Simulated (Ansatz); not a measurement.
# Rhodium, hcp under PBE: ground state and equation of state

The plan for rhodium in the hcp structure: relax it, solve it on a dense k-mesh, then scale the cell to 7 volumes from 88 to 112 % of the relaxed one and try a fit of the equation of state. The start is ferromagnetic. The k-meshes are 13×13×7 for the relaxation; 22×22×12 for the dense run; 22×22×12 for the volumes.

This is Rh in the hcp structure; at room conditions it is fcc.

Method: DFT PBE, plane waves (420 eV) with PAW, scalar-relativistic, in Ansatz 0.2.0.

### Step 1. Starting point

It takes space group P6_3/mmc (No. 194, hexagonal). Conventional cell: a = 2.689 Å, b = 2.689 Å, c = 4.391 Å, α = 90.00°, β = 90.00°, γ = 120.00°. Rh (site symmetry -6m2) has 12 Rh at 2.69 Å as nearest neighbours.

As a file:

```cif
data_structure
_symmetry_space_group_name_H-M 'P 1'
_symmetry_Int_Tables_number 1
_cell_length_a 2.6892
_cell_length_b 2.6892
_cell_length_c 4.3915
_cell_angle_alpha 90.000
_cell_angle_beta 90.000
_cell_angle_gamma 120.000
_cell_volume 27.50
loop_
_atom_site_label
_atom_site_type_symbol
_atom_site_fract_x
_atom_site_fract_y
_atom_site_fract_z
_atom_site_occupancy
Rh1 Rh 0.33333 0.66667 0.25000 1
Rh2 Rh 0.66667 0.33333 0.75000 1
```

Starting moments (μB): +1 ×2.

### Step 2. Relaxing cell and atoms

Contents of input.yaml:

```yaml
crystal:
  lattice:
    - [2.6891940459, 0.0, 0.0]
    - [-1.3445970229, 2.3289103594, 0.0]
    - [0.0, 0.0, 4.3914538769]
  atoms:
    - { symbol: Rh, position: [0.3333333333, 0.6666666667, 0.25], spin: 1.0 }
    - { symbol: Rh, position: [0.6666666667, 0.3333333333, 0.75], spin: 1.0 }
hamiltonian:
  xc: pbe
  pseudopotentials:
    kind: paw
    azcp:
      Rh: "pseudopotentials/Rh.paw.azcp"
basis:
  ecutwfc: 420
  fft_grid_basis: typed
kpoints:
  mp_grid: { grid: [13, 13, 7], shift: [0, 0, 0] }
magnetization:
  spin_polarized: true
scf:
  occupations: { method: fermi_dirac, width: 0.05 }
relax:
  max_steps: 60
  f_tol: 0.01
  cell: {}
```

After this run come: Single point on a dense mesh; Equation of state: 88 %; Equation of state: 92 %; Equation of state: 96 %; Equation of state: 100 %; Equation of state: 104 %; Equation of state: 108 %; Equation of state: 112 %.

**Question.** What will these runs give? Wanted: space group; conventional cell; volume; shortest distance; gap on the mesh; magnetic state; relative to fcc; V₀, B₀, B₀′.

**Answer**, as computed:

| quantity | value |
| --- | --- |
| space group (spins left aside) | P6_3/mmc (No. 194) |
| conventional cell | a = 2.723 Å, c = 4.394 Å (c/a = 1.614) |
| volume | 14.104 Å³/atom |
| shortest distance | 2.701 Å |
| gap on the mesh | none (levels filled in part) |
| magnetic state | non-magnetic |
| relative to fcc | +38 meV/atom |
| V₀, B₀, B₀′ | 14.093 Å³/atom, 255 GPa, 5.2 |

**Reading.** From the guessed start the volume grew by 2.6 % in 6 steps. It lies 38 meV/atom above the element's reference form at the same level (fcc, from a run of its own). The starting moments do not survive. No gap shows: it is a metal or semimetal at this level. B₀ comes out at 255 GPa; letting shape and positions relax at each volume could only lower it. Relaxation kept the symmetry; phonons were not checked.
